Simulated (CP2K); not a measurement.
## TiC under changes of volume

One of the cells (10.158 Å³/atom); the others are scaled copies at fixed shape and fractional positions:

```
Ti C
1.0
     3.06279    0.00000    0.00000
     1.53139    2.65245    0.00000
     1.53139    0.88415    2.50076
Ti C
1 1
Cartesian
  0.0000 0.0000 0.0000
  3.0628 1.7683 1.2504
```

The cell is a database's computed one.

| Item | Value |
| --- | --- |
| Program | CP2K 2026.2 |
| Functional | PBE |
| Potentials or basis | POTENTIAL_UZH Ti GTH-PBE-q12, C GTH-PBE-q4; TZVP-MOLOPT-PBE-GTH basis |
| Density cutoff | 6123 eV |
| k mesh | 11 × 11 × 11 |
| Occupations | fermi-dirac, width 0.05 eV |
| Spin | no spin polarisation |

```tsv
volume (Å³/atom)	energy over the lowest point (meV/atom)	pressure (GPa)
9.548	?	?
9.752	15.85	12.1
9.955	4.35	6.2
10.158	0.00	0.8
10.361	2.12	-4.1
10.564	10.09	-8.4
10.767	23.33	-12.4
```

**Question.** What does the run at 9.548 Å³/atom give?

**Answer.** Energy over the lowest point 35.28 meV/atom; pressure 18.6 GPa.

Worked out: A Birch-Murnaghan fit of order 3 (a polynomial in V^(-2/3)) to the other rows has its minimum at 10.19 Å³/atom with B0 = V·E''(V) = 252 GPa and B' = 4.1. It gives 35.40 meV/atom at 9.548 Å³/atom, against the run's 35.28, and -dE/dV = 18.7 GPa, against 18.6.

Energies are extrapolated to zero smearing.

Caveats: the basis of atomic orbitals isn't converged, which shifts pressures, moduli and gaps.
